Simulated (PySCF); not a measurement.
# C3H4N2: the cost of one run

Computed with PySCF 2.14.0 and routines of our own; the level stands in each step. Atoms count from 0.

### 1 The starting structure

9 atoms, charge 0, multiplicity 1; geometry from: GFN2-xTB.

### 2 Relaxing the molecule at PBE0-D3(BJ)/def2-SVP

Job settings and geometry (Å):

```
{"job": {"xc": "PBE0", "basis": "def2-SVP", "d3": "d3bj", "grid": 1, "kind": "geom"}, "charge": 0, "multiplicity": 1}
C      0.156738     0.994445     0.102908
C      1.217506     0.097350    -0.095501
N      0.777472    -1.139480    -0.205939
N     -0.543538    -1.061952    -0.083923
C     -0.967340     0.204602     0.104169
H      0.212284     2.056225     0.225872
H      2.266276     0.307420    -0.159349
H     -1.101668    -1.899131    -0.135425
H     -2.004168     0.446516     0.222010
```

Command:

```
> OMP_NUM_THREADS=1 python excited_run.py task.json out
```

This one command runs all jobs of the session in turn.

Q: Estimate the wall time and peak memory of this first job on 1 thread of Arm Neoverse V1, shared host.

About 12 s, with a peak of 0.42 GiB.
